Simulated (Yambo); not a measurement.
**KI in Yambo: convergence with bands in self energy**

Crystal: KI.

```
I K
1.0
     0.00000    3.53277    3.53277
     3.53277    0.00000    3.53277
     3.53277    3.53277    0.00000
I K
1 1
Direct
  0.50000 0.50000 0.50000
  0.00000 0.00000 0.00000
```

```yaml
Program: Yambo 5.3.0
Task: G0W0 quasiparticle levels
Functional: LDA
Potentials_or_basis: PseudoDojo 0.4.1 SR LDA standard
Cutoff: 980 eV
Density_cutoff: 3918 eV
k_mesh: 4 × 4 × 4
Occupations: fixed
Spin: no spin polarisation
k_mesh_of_the_self-consistent_run: 8 × 8 × 8
Form_of_the_LDA: PW92
Random_integration_of_the_Coulomb_term: yes
Direction_of_the_field_or_of_q_to_0: x + y + z
Broadening: 0.1 eV
States_corrected: Γ and the k points of the band edges
Frequency_dependence_of_W: plasmon pole
Terminator_of_the_band_sum_in_the_self-energy: none
Quasiparticle_equation: linearised (Newton)
Imaginary_frequency_of_the_plasmon-pole_fit: 27.2114 eV
Bands_in_the_response: 128
Bands_in_the_self-energy: 28
Cutoff_of_the_response_matrix: 5 Ry
Cutoff_of_exchange_and_Vxc: 72 Ry
Bands_corrected_first_last: "[6, 9]"
```

These are the settings of the first run; the series varies bands in self energy, with any setting tied to it.

```tsv
bands in self energy	quasiparticle gap at the points computed (eV)
28	5.639
48	5.785
88	5.887
128	5.913
```

Against the tightest run, the quasiparticle gap at the points computed stays within 0.05 eV from 88 on. The tightest run that finished is the yardstick and may itself not be fully converged.

Caveat, for the tightest run too: this version prints the column dSc/dw multiplied by 27.2; spin-orbit coupling is left out, which moves the levels of the heavy elements.
